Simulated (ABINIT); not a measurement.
# MgS: single point with BLYP

The system is MgS.

```
S Mg
1.0
     0.00000    2.83312    2.83312
     2.83312    0.00000    2.83312
     2.83312    2.83312    0.00000
S Mg
1 1
Direct
  0.25000 0.25000 0.25000
  0.00000 0.00000 0.00000
```

The cell comes from a database or a generator and needn't be the stable form of this composition.

```json
{"Program": "ABINIT 10.8.3 (patched build)", "Task": "single point", "Functional": "BLYP", "Potentials or basis": "JTH PAW PBE v2.0", "Cutoff": "653 eV", "k mesh": "8 × 8 × 8", "Occupations": "fermi-dirac, width 0.05 eV", "Spin": "no spin polarisation"}
```

```
Pressure                                              : 2.6 GPa
Band gap on the k mesh                                : 3.57 eV, direct
Valence electrons inside the program's atomic spheres : S 3.66; Mg 8.23
```

Levels at points of the mesh, in eV from the valence-band top:
```tsv
k point	band 4	band 5	band 6	band 7	band 8	band 9	band 10	band 11	band 12
(0.00, 0.00, 0.00)	-40.88	-11.26	0.00	0.00	0.00	3.57	7.97	7.97	7.97
(0.50, 0.00, 0.00)	-40.88	-10.59	-3.06	-0.32	-0.32	5.16	7.70	7.70	8.84
(0.50, 0.50, 0.00)	-40.88	-10.37	-2.78	-1.01	-1.01	4.10	5.70	11.21	12.36
```

Wall time 21 s on 1 thread of Intel(R) Xeon(R) Platinum 8488C (Sapphire Rapids), on a shared host, peak memory 0.11 GiB.

Caveat: the PAW data sets were made with another functional, which shifts forces and pressure a little. Expect the measured gap to be larger: semilocal functionals such as BLYP lack the derivative discontinuity.
